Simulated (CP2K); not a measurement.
Mo:

```
Mo
1.0
     2.74324    0.00000    0.00000
    -0.91441    2.58635    0.00000
    -0.91441   -1.29317    2.23984
Mo
1
Direct
  0.00000 0.00000 0.00000
```

Base run:

```yaml
Program: CP2K 2026.2
Functional: r2SCAN
Dispersion: rVV10
Potentials_or_basis: POTENTIAL_UZH Mo GTH-SCAN-q14; TZVP-MOLOPT-SCAN-GTH basis
Density_cutoff: 9184 eV
k_mesh: 12 × 12 × 12
Occupations: fermi-dirac, width 0.05 eV
Spin: no spin polarisation
```

Its results: band gap on the k mesh none (metal or under the smearing width); pressure -3.7 GPa.

After a change of settings the same cell gave: band gap on the k mesh none (metal or under the smearing width); pressure -2.2 GPa. Which change was it?
A. dispersion from rVV10 to D3(BJ)
B. dispersion from rVV10 to D3(BJ)+ATM
C. dispersion from rVV10 to D4
D. dispersion from rVV10 to none

D.

Dispersion adds attraction, which lowers the pressure at fixed volume.

Caveats: the basis of atomic orbitals isn't converged, which shifts pressures, moduli and gaps; pairwise dispersion overbinds metals, which lowers pressure and volume (some runs).

Not every run made on this cell is shown here.
